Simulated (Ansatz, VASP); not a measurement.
**BiTe in VASP and in Ansatz**

```xyz
2
Lattice="0.0000 3.2133 3.2133 3.2133 0.0000 3.2133 3.2133 3.2133 0.0000" Properties=species:S:1:pos:R:3 pbc="T T T"
Bi    0.0000    0.0000    0.0000
Te    3.2133    3.2133    3.2133
```

Change from the starting cell: volume scaled by 0.98.

Alike in both runs: task single point; functional PBE; k mesh 10 × 10 × 10; occupations fermi-dirac, width 0.03 eV; no spin polarisation.

```csv
,VASP,Ansatz
version,VASP 6.6.1,Ansatz 0.2.0
potentials or method,"VASP PAW PBE potentials, release 64 (Bi_d, Te), cutoff 520 eV","all-electron LAPW, scalar-relativistic"
```

VASP gave:

```
pressure (GPa) : 1.8
```

Task: Estimate Ansatz's values.

Result: Pressure (GPa): 1.9.

Ansatz ran all-electron here, so the differences hold the error of VASP's frozen core and of both bases.
